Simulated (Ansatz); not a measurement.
Tunnelling through a barrier is set by its complex band structure: the current falls as exp(−2κd) with the smallest κ.

Consider the following.

```yaml
crystal:
  lattice:
    - [4.97631, 0.00000, 0.00000]
    - [0.00000, 5.67088, 0.00000]
    - [2.48815, 0.00000, 4.30961]
  atoms:
    - { symbol: Ge, position: [0.44846, 0.50000, 0.55154] }
    - { symbol: Ge, position: [0.00000, 0.83333, 0.44846] }
    - { symbol: Ge, position: [0.55154, 0.16667, 0.00000] }
    - { symbol: O, position: [0.60489, 0.25532, 0.30593] }
    - { symbol: O, position: [0.08918, 0.58865, 0.60489] }
    - { symbol: O, position: [0.30593, 0.92199, 0.08918] }
    - { symbol: O, position: [0.69407, 0.74468, 0.39511] }
    - { symbol: O, position: [0.39511, 0.41135, 0.91082] }
    - { symbol: O, position: [0.91082, 0.07801, 0.69407] }
```

The cell is taken as given; by r2SCAN it stands under a pressure of -0.7 GPa.

Transport runs along the normal of the first two printed cell vectors, the (100) plane of the conventional cell.

The gap is the functional's own, uncorrected, and κ follows it; spin-orbit coupling is left out. Mid-gap means the computed energy nearest the middle.

### Question
State the band gap and the smallest decay constant κ at mid-gap according to r2SCAN in Ansatz (a quantum-chemistry and plane-wave program).

### Answer
Gap 4.17 eV on a 8×6×8 mesh; κ = 0.352 1/Å, at the zone centre.
